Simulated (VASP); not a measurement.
# Te2Mo: single point with PBE+D3(BJ)

The system is Te2Mo, a slab with vacuum.

```xyz
12
Lattice="3.5614 0.0000 0.0000 -1.7807 3.0842 0.0000 0.0000 0.0000 38.9903" Properties=species:S:1:pos:R:3 pbc="T T T"
Te    0.0000    2.0562   33.5285
Te    0.0000    2.0562    9.2161
Te    1.7807    1.0281   26.1928
Te    1.7807    1.0281    1.8786
Te    1.7807    1.0281   29.7742
Te    1.7807    1.0281    5.4618
Te    0.0000    2.0562   37.1116
Te    0.0000    2.0562   12.7975
Mo    0.0000    2.0562   27.9818
Mo    0.0000    2.0562    3.6706
Mo    1.7807    1.0281   35.3197
Mo    1.7807    1.0281   11.0084
```

- Program: VASP 6.6.1
- Task: single point
- Functional: PBE
- Dispersion: D3(BJ)
- Potentials or basis: VASP PAW PBE potentials, release 64 (Te, Mo_sv)
- Cutoff: 520 eV
- k mesh: 6 × 6 × 1
- Occupations: gaussian, width 0.1 eV
- Spin: no spin polarisation

The largest force is 0.199 eV/Å, the band gap on the k mesh is 0.99 eV, indirect (least direct gap 1.00 eV) and the dispersion energy per atom is -0.472 eV.

Forces on the atoms (eV/Å):
```
Te   0.000  0.000 -0.191
Te   0.000  0.000 -0.199
Te   0.000  0.000 -0.089
Te   0.000  0.000 -0.184
Te   0.000  0.000  0.199
Te   0.000  0.000  0.191
Te   0.000  0.000  0.184
Te   0.000  0.000  0.089
Mo   0.000  0.000  0.055
Mo   0.000  0.000 -0.009
Mo   0.000  0.000  0.009
Mo   0.000  0.000 -0.055
```

Levels at points of the mesh, in eV from the valence-band top:
```csv
k point,band 49,band 50,band 51,band 52,band 53,band 54,band 55,band 56
"(0.00, 0.00, 0.00)",-0.64,-0.27,-0.09,0.00,2.97,2.97,2.99,2.99
"(0.50, 0.00, 0.00)",-0.46,-0.43,-0.38,-0.35,1.32,1.33,1.34,1.34
```

Wall time 5.4 min on 1 thread of Intel(R) Xeon(R) Platinum 8488C (Sapphire Rapids), with other jobs on the host, peak memory 0.57 GiB.

Caveat: spin-orbit coupling is left out, which moves the levels of the heavy elements. A hybrid or GW would open this gap; PBE tends to underestimate it.
